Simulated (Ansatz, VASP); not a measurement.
HfN in VASP and in Ansatz

File INCAR:

```
  ALGO = Normal
  EDIFF = 1E-7
  EDIFFG = -0.01
  ENCUT = 600
  GGA = CA
  IBRION = 2
  ISIF = 3
  ISMEAR = 1
  LASPH = True
  LCHARG = False
  LREAL = False
  LWAVE = False
  NELM = 80
  NSW = 80
  PREC = Accurate
  SIGMA = 0.05
```

File KPOINTS:

```
k-points
0
Gamma
  11 11 11
```

POSCAR

```
HfN
1.0
    0.0000000000      2.2560000000      2.2560000000
    2.2560000000      0.0000000000      2.2560000000
    2.2560000000      2.2560000000      0.0000000000
Hf N
1 1
Direct
    0.0000000000      0.0000000000      0.0000000000
    0.5000000000      0.5000000000      0.5000000000
```

Input for Ansatz:

```yaml
crystal:
  lattice:
    - [0.0, 2.256, 2.256]
    - [2.256, 0.0, 2.256]
    - [2.256, 2.256, 0.0]
  atoms:
    - { symbol: Hf, position: [0.0, 0.0, 0.0] }
    - { symbol: "N", position: [0.5, 0.5, 0.5] }
basis:
  ecutwfc: 489.804952427784
kpoints:
  mp_grid:
    grid: [11, 11, 11]
hamiltonian:
  xc: lda
  dispersion: none
scf:
  occupations:
    method: methfessel_paxton
    width: 0.05
relax:
  cell: {}
```

Alike in both runs: task relaxation of cell and atoms; functional LDA; k mesh 11 × 11 × 11; occupations methfessel-paxton of order 1, width 0.05 eV; no spin polarisation.

|  | VASP | Ansatz |
| --- | --- | --- |
| version | VASP 6.6.1 | Ansatz 0.2.0 |
| potentials or method | VASP PAW LDA potentials, release 64 (Hf_pv, N) | plane waves, PAW |
| plane-wave cutoff (eV) | 600 | 490 |
| valence electrons in the cell | 15 | 31 |

|  | VASP | Ansatz | Ansatz less VASP |
| --- | --- | --- | --- |
| relaxed volume (Å³/atom) | 11.11 | 11.15 | +0.045 |
| relaxed cell length with the largest relative difference (Å) | 3.155 | 3.159 | +0.0042 |
| energy change over the relaxation (meV/atom) | -12 | -9 | +2.7 |

The two sets of potentials don't hold the same shells in valence.

The runs have no spin-orbit coupling, so splittings on Hf are missing. Zero-point motion and thermal expansion aren't in these numbers. LDA usually gives volumes a few per cent too small.
